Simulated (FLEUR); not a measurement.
Here is a FLEUR MaX-R8.1 (later development tree) calculation.

inp.xml

```xml
<?xml version="1.0" encoding="UTF-8" standalone="no"?>
<fleurInput fleurInputVersion="0.39">
   <comment>
      Pb                                                                                                  
   </comment>
   <calculationSetup>
      <cutoffs Kmax="4.1" Gmax="12.7" GmaxXC="12.7" numbands="0"/>
      <scfLoop itmax="60" minDistance="0.00001" maxIterBroyd="15" imix="Anderson" alpha="0.05" precondParam="0.0" spinf="2.0" sdNocoIR="T"/>
      <coreElectrons ctail="T" frcor="F" kcrel="0" coretail_lmax="0"/>
      <xcFunctional name="PBEs" relativisticCorrections="F"/>
      <magnetism jspins="1"/>
      <soc l_soc="F" theta="0.0" phi="0.0" spav="F"/>
      <expertModes spex="0" secvar="F"/>
      <geometryOptimization l_f="F" forcealpha="1.0" forcemix="BFGS" epsdisp="0.00001" epsforce="0.00001"/>
      <ldaU l_linMix="F" mixParam="0.05" spinf="1.0"/>
   </calculationSetup>
   <cell>
      <bzIntegration valenceElectrons="40.0" mode="hist" fermiSmearingEnergy="0.00183747">
         <kPointListSelection listName="default-1"/>
         <!-- k-points included here -->
         <xi:include xmlns:xi="http://www.w3.org/2001/XInclude" href="kpts.xml"> </xi:include>
      </bzIntegration>
      <!-- symmetry operations included here -->
      <xi:include xmlns:xi="http://www.w3.org/2001/XInclude" href="sym.xml"> </xi:include>
      <bulkLattice scale="1.0">
         <bravaisMatrix>
            <row-1>    5.3305256404524073    -3.0705273825098320     0.0000000000000000</row-1>
            <row-2>    5.3305256404524073     3.0705273825098320     0.0000000000000000</row-2>
            <row-3>   -3.7110848893551363     0.0000000000000000    10.6926477934818411</row-3>
         </bravaisMatrix>
      </bulkLattice>
   </cell>
   <atomSpecies>
      <species name="Lead (Pb)" element="Pb" atomicNumber="82">
         <mtSphere radius="2.66" gridPoints="879" logIncrement="0.015"/>
         <atomicCutoffs lmax="10" lnonsphr="10"/>
         <electronConfig flipSpins="F">
            <coreConfig>(1s1/2) (2s1/2) (2p1/2) (2p3/2) (3s1/2) (3p1/2) (3p3/2) (4s1/2) (3d3/2) (3d5/2) (4p1/2) (4p3/2) (4d3/2) (4d5/2) (4f5/2) (4f7/2) (5s1/2)</coreConfig>
            <valenceConfig>(5p1/2) (5p3/2) (6s1/2) (5d3/2) (5d5/2) (6p1/2) (6p3/2)</valenceConfig>
            <stateOccupation state="(6p1/2)" spinUp="0.333333" spinDown="0.333333"/>
            <stateOccupation state="(6p3/2)" spinUp="0.666667" spinDown="0.666667"/>
         </electronConfig>
         <energyParameters s="6" p="6" d="5" f="5"/>
         <lo type="SCLO" l="1" n="5" eDeriv="0"/>
         <lo type="SCLO" l="1" n="5" eDeriv="1"/>
         <lo type="SCLO" l="0" n="6" eDeriv="2"/>
         <lo type="SCLO" l="2" n="5" eDeriv="2"/>
         <lo type="SCLO" l="3" n="5" eDeriv="2"/>
      </species>
   </atomSpecies>
   <atomGroups>
      <atomGroup species="Lead (Pb)">
         <relPos label="                   1">-.0914915900 -.0914915900 -.2737078000</relPos>
         <relPos label="                   2">.0914915900 .0914915900 .2737078000</relPos>
         <force calculate="T" relaxXYZ="TTT"/>
      </atomGroup>
   </atomGroups>
   <output dos="F" band="F" slice="F">
      <checks vchk="F" cdinf="F"/>
      <bandDOS minEnergy="-.5*Htr" maxEnergy="0.5*Htr" sigma="0.015" storeEVData="T"/>
      <vacuumDOS vacdos="F" integ="F" star="F" nstars="0" locx1="0.0" locy1="0.0" locx2="0.0" locy2="0.0" nstm="0" tworkf="0.0"/>
      <unfoldingBand unfoldBand="F" supercellX="1" supercellY="1" supercellZ="1"/>
      <plotting iplot="0" polar="F">
         <plot TwoD="T" vec1="  1.0  0.0  0.0" vec2="  0.0  1.0  0.0" vec3="  0.0  0.0  1.0" zero="  0.0  0.0  0.0" file="plot"/>
      </plotting>
      <chargeDensitySlicing numkpt="0" minEigenval="0.0" maxEigenval="0.0" nnne="0" pallst="F"/>
      <specialOutput eonly="F"/>
      <moessbauerParams electricFieldGradient="T" isomerShift="T" coreHyperfine="T" valenceHyperfine="T"/>
      <magneticCircularDichroism mcd="F" energyLo="-10.0" energyUp="0.0"/>
   </output>
  <!-- We include the file relax.xml here to enable relaxations (see documentation) -->
  <xi:include xmlns:xi="http://www.w3.org/2001/XInclude" href="relax.xml"> <xi:fallback/> </xi:include>
</fleurInput>
```

Contents of crystal.txt:

```
Pb
&input cartesian=F /
2.8207926911  -1.6248531163  0.0000000000
2.8207926911  1.6248531163  0.0000000000
-1.9638215512  0.0000000000  5.6583055366
1.8897261246
1.0 1.0 1.0

2
82 0.9085084100  0.9085084100  0.7262922000
82 0.0914915900  0.0914915900  0.2737078000

&kpt div1=9 div2=9 div3=5 gamma=T /
```

File inp.xml (bands):

```
<?xml version="1.0" encoding="UTF-8" standalone="no"?>
<fleurInput fleurInputVersion="0.39">
   <comment>
      Pb                                                                                                  
   </comment>
   <calculationSetup>
      <cutoffs Kmax="4.1" Gmax="12.7" GmaxXC="12.7" numbands="0"/>
      <scfLoop itmax="60" minDistance="0.00001" maxIterBroyd="15" imix="Anderson" alpha="0.05" precondParam="0.0" spinf="2.0" sdNocoIR="T"/>
      <coreElectrons ctail="T" frcor="F" kcrel="0" coretail_lmax="0"/>
      <xcFunctional name="PBEs" relativisticCorrections="F"/>
      <magnetism jspins="1"/>
      <soc l_soc="F" theta="0.0" phi="0.0" spav="F"/>
      <expertModes spex="0" secvar="F"/>
      <geometryOptimization l_f="F" forcealpha="1.0" forcemix="BFGS" epsdisp="0.00001" epsforce="0.00001"/>
      <ldaU l_linMix="F" mixParam="0.05" spinf="1.0"/>
   </calculationSetup>
   <cell>
      <bzIntegration valenceElectrons="40.0" mode="hist" fermiSmearingEnergy="0.00183747">
         <kPointListSelection listName="path-1"/>
         <!-- k-points included here -->
         <xi:include xmlns:xi="http://www.w3.org/2001/XInclude" href="kpts.xml"> </xi:include>
      </bzIntegration>
      <!-- symmetry operations included here -->
      <xi:include xmlns:xi="http://www.w3.org/2001/XInclude" href="sym.xml"> </xi:include>
      <bulkLattice scale="1.0">
         <bravaisMatrix>
            <row-1>    5.3305256404524073    -3.0705273825098320     0.0000000000000000</row-1>
            <row-2>    5.3305256404524073     3.0705273825098320     0.0000000000000000</row-2>
            <row-3>   -3.7110848893551363     0.0000000000000000    10.6926477934818411</row-3>
         </bravaisMatrix>
      </bulkLattice>
   </cell>
   <atomSpecies>
      <species name="Lead (Pb)" element="Pb" atomicNumber="82">
         <mtSphere radius="2.66" gridPoints="879" logIncrement="0.015"/>
         <atomicCutoffs lmax="10" lnonsphr="10"/>
         <electronConfig flipSpins="F">
            <coreConfig>(1s1/2) (2s1/2) (2p1/2) (2p3/2) (3s1/2) (3p1/2) (3p3/2) (4s1/2) (3d3/2) (3d5/2) (4p1/2) (4p3/2) (4d3/2) (4d5/2) (4f5/2) (4f7/2) (5s1/2)</coreConfig>
            <valenceConfig>(5p1/2) (5p3/2) (6s1/2) (5d3/2) (5d5/2) (6p1/2) (6p3/2)</valenceConfig>
            <stateOccupation state="(6p1/2)" spinUp="0.333333" spinDown="0.333333"/>
            <stateOccupation state="(6p3/2)" spinUp="0.666667" spinDown="0.666667"/>
         </electronConfig>
         <energyParameters s="6" p="6" d="5" f="5"/>
         <lo type="SCLO" l="1" n="5" eDeriv="0"/>
         <lo type="SCLO" l="1" n="5" eDeriv="1"/>
         <lo type="SCLO" l="0" n="6" eDeriv="2"/>
         <lo type="SCLO" l="2" n="5" eDeriv="2"/>
         <lo type="SCLO" l="3" n="5" eDeriv="2"/>
      </species>
   </atomSpecies>
   <atomGroups>
      <atomGroup species="Lead (Pb)">
         <relPos label="                   1">-.0914915900 -.0914915900 -.2737078000</relPos>
         <relPos label="                   2">.0914915900 .0914915900 .2737078000</relPos>
         <force calculate="T" relaxXYZ="TTT"/>
      </atomGroup>
   </atomGroups>
   <output dos="F" band="T" slice="F">
      <checks vchk="F" cdinf="F"/>
      <bandDOS minEnergy="-.5*Htr" maxEnergy="0.5*Htr" sigma="0.015" storeEVData="T"/>
      <vacuumDOS vacdos="F" integ="F" star="F" nstars="0" locx1="0.0" locy1="0.0" locx2="0.0" locy2="0.0" nstm="0" tworkf="0.0"/>
      <unfoldingBand unfoldBand="F" supercellX="1" supercellY="1" supercellZ="1"/>
      <plotting iplot="0" polar="F">
         <plot TwoD="T" vec1="  1.0  0.0  0.0" vec2="  0.0  1.0  0.0" vec3="  0.0  0.0  1.0" zero="  0.0  0.0  0.0" file="plot"/>
      </plotting>
      <chargeDensitySlicing numkpt="0" minEigenval="0.0" maxEigenval="0.0" nnne="0" pallst="F"/>
      <specialOutput eonly="F"/>
      <moessbauerParams electricFieldGradient="T" isomerShift="T" coreHyperfine="T" valenceHyperfine="T"/>
      <magneticCircularDichroism mcd="F" energyLo="-10.0" energyUp="0.0"/>
   </output>
  <!-- We include the file relax.xml here to enable relaxations (see documentation) -->
  <xi:include xmlns:xi="http://www.w3.org/2001/XInclude" href="relax.xml"> <xi:fallback/> </xi:include>
</fleurInput>
```

Potentials or basis: all-electron, FLAPW.

Run with:

```bash
$ inpgen -f crystal.txt -profile fastHighL
$ # inp.xml edited to the form shown
$ fleur_MPI
$ fleur_MPI   # second run, on inp.xml (bands)
```

Problem. Predict the band gap along the path.

Solution. None (metal or under the smearing width).

Levels at the corners of the path, in eV from the Fermi level:
| point | band 17 | band 18 | band 19 | band 20 | band 21 | band 22 | band 23 | band 24 |
| --- | --- | --- | --- | --- | --- | --- | --- | --- |
| Γ | -13.16 | -8.78 | -5.21 | 7.57 | 8.10 | 8.12 | 8.16 | 8.28 |
| Y | -7.84 | -7.78 | -4.16 | -3.57 | 2.51 | 2.68 | 3.53 | 6.58 |
| F | -8.15 | -7.55 | -4.62 | -2.67 | 1.52 | 2.83 | 4.46 | 6.28 |
| L | -8.67 | -6.59 | -4.14 | -3.10 | -0.04 | 3.59 | 3.63 | 4.88 |
| I | -7.46 | -6.70 | -2.88 | -2.79 | -1.05 | -0.13 | 2.29 | 4.68 |
| I1 | -7.46 | -6.70 | -2.88 | -2.79 | -1.05 | -0.13 | 2.29 | 4.68 |
| Z | -12.38 | -11.10 | -0.27 | 0.89 | 6.92 | 6.98 | 9.52 | 9.55 |
| F1 | -8.15 | -7.55 | -4.62 | -2.67 | 1.52 | 2.83 | 4.46 | 6.28 |
| Y | -7.84 | -7.78 | -4.16 | -3.57 | 2.51 | 2.68 | 3.53 | 6.58 |
| X1 | -7.46 | -6.61 | -2.90 | -2.39 | -1.90 | 0.17 | 2.06 | 5.19 |
| X | -7.46 | -6.61 | -2.90 | -2.39 | -1.90 | 0.17 | 2.06 | 5.19 |
| Γ | -13.16 | -8.78 | -5.21 | 7.57 | 8.10 | 8.12 | 8.16 | 8.28 |
| N | -8.58 | -6.65 | -4.14 | -3.23 | 0.21 | 3.58 | 3.73 | 4.82 |
| M | -7.83 | -7.75 | -4.06 | -3.54 | 2.26 | 2.64 | 3.42 | 6.51 |
| Γ | -13.16 | -8.78 | -5.21 | 7.57 | 8.10 | 8.12 | 8.16 | 8.28 |

Caveat: spin-orbit coupling is left out, which moves the levels of the heavy elements.
